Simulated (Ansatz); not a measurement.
## CrCuO2 under changes of volume

One of the cells (10.911 Å³/atom); the others are scaled copies at fixed shape and fractional positions:

```
Cu Cr O
1.0
     1.48670    0.85835    5.70000
    -1.48670    0.85835    5.70000
     0.00000   -1.71669    5.70000
Cu Cr O
1 1 2
Direct
  0.00000 0.00000 0.00000
  0.50000 0.50000 0.50000
  0.89208 0.89208 0.89208
  0.10792 0.10792 0.10792
```

* Program: Ansatz 0.2.0
* Functional: PBE
* Potentials or basis: all-electron LAPW, scalar-relativistic
* Cutoff: 495 eV (chosen from the basis error)
* Basis error allowed: 0.001 eV/atom
* k mesh: 10 × 10 × 10
* Occupations: fermi-dirac, width 0.05 eV
* Spin: collinear spin, ferromagnetic start
* Starting moments: [0.6, 3.0, 0.0, 0.0] μB

```csv
volume (Å³/atom),energy over the lowest point (meV/atom),pressure (GPa),gap on the mesh (eV),largest force (eV/Å)
10.256,45.82,17.6,0.90,0.172
10.474,25.33,12.6,0.97,0.100
10.692,11.29,8.1,1.05,0.034
10.911,3.05,4.1,1.12,0.028
11.129,0.00,0.5,1.11,0.086
11.347,?,?,?,?
11.565,7.42,-5.7,1.05,0.189
```

Question: What does the run at 11.347 Å³/atom give?

Answer: Energy over the lowest point 1.62 meV/atom; pressure -2.8 GPa; gap on the mesh 1.08 eV; largest force 0.139 eV/Å.

Worked out: A Birch-Murnaghan fit of order 3 (a polynomial in V^(-2/3)) to the other rows has its minimum at 11.16 Å³/atom with B0 = V·E''(V) = 172 GPa and B' = 4.6 at fixed shape and positions, which overstates the stiffness. It gives 1.63 meV/atom at 11.347 Å³/atom, against the run's 1.62, and -dE/dV = -2.8 GPa, against -2.8. A parabola through the other rows of the gap, of slope -1.5 eV per unit of ln V there, gives 1.09 eV, against the run's 1.08.

Energies are extrapolated to zero smearing.

Caveats: only a ferromagnetic start was run, and an antiferromagnetic order may lie lower in energy.

A mesh can miss the band edges.

The runs don't all hold the same shells in valence.
